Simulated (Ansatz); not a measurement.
Ag:

```
Ag
1.0
     2.93000    0.00000    0.00000
    -1.46500    2.53745    0.00000
     0.00000    0.00000    4.79000
Ag
2
Cartesian
  1.4650 0.8458 3.5925
  0.0000 1.6916 1.1975
```

This isn't the form of Ag at room conditions, which is fcc.

```yaml
Program: Ansatz 0.2.0
Task: relaxation of cell and atoms
Functional: PBEsol0
Potentials_or_basis: Ansatz PAW
Cutoff: "420 eV (not typed: the program's choice for these potentials)"
k_mesh: 5 × 5 × 3
Occupations: fermi-dirac, width 0.05 eV
Spin: no spin polarisation
```

At the start: volume 17.81 Å³/atom.

Where does the relaxation end?

It ends after 5 steps and the volume is 16.75 Å³/atom (-5.9 %); space group P6_3/mmc (No. 194, to 0.05 Å).

The path:
```
step  energy change (eV)  largest force (eV/Å)  volume (Å³)
   1              0.0000                0.0000        35.61
   2             -0.0434                0.0000        33.80
   3             -0.0447                0.0000        33.51
   4             -0.0447                0.0000        33.50
   5             -0.0429                0.0000        33.50
```

Final structure:
```yaml
crystal:
  lattice:
    - [2.85709, 0.00000, 0.00000]
    - [-1.42855, 2.47432, 0.00000]
    - [0.00000, 0.00000, 4.73872]
  atoms:
    - { symbol: Ag, position: [0.66667, 0.33333, 0.75000] }
    - { symbol: Ag, position: [0.33333, 0.66667, 0.25000] }
```

Caveat: the k mesh is coarse (spacing up to 0.50 Å⁻¹), so the values aren't converged, least of all with exact exchange; the plane-wave basis is chosen anew once the cell has moved, so the energies of steps on either side of that aren't comparable; the PAW data sets come from PBE, with cores solved anew for the run's functional, which leaves a small shift of forces and pressure.
